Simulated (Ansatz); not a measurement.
TiO2, 12 atoms in the cell. The structure is orthorhombic, space group Cmcm (No. 63). Conventional cell: a = 2.948 Å, b = 9.593 Å, c = 10.235 Å, α = 90.00°, β = 90.00°, γ = 90.00°. Ti (site symmetry m) is surrounded by 3 O at 1.83 to 1.89 Å. O (site symmetry 2/m) is surrounded by 4 Ti at 2.13 Å. O (site symmetry m2m) has 2 Ti at 1.83 Å as nearest neighbours. Around O (site symmetry m) lie 2 Ti at 1.89 Å. Measurements of this composition are mostly on another form, of space group No. 141.

- Program: Ansatz 0.2.0
- Task: single point
- Functional: PBE
- Potentials or basis: Ansatz PAW
- Cutoff: 600 eV
- Density cutoff: 2400 eV
- k mesh: 9 × 9 × 3
- Occupations: fermi-dirac, width 0.05 eV
- Spin: no spin polarisation

Potentials or basis: Ansatz PAW.

The run is started by

```bash
$ ansatz run input.yaml --threads 4 --pin off --max-ram 11264MiB --backend cpu --events-out ev --progress --plain --runs-dir out
```

Hardware: 4 threads of Arm Neoverse V1, with other jobs on the host.

How long does it take, and how much memory?

Wall time 14 s on 4 threads of Arm Neoverse V1 (shared host), peak memory 1 GiB. Counts: scf iterations 9, plane waves 4779, k points 50, bands 60.
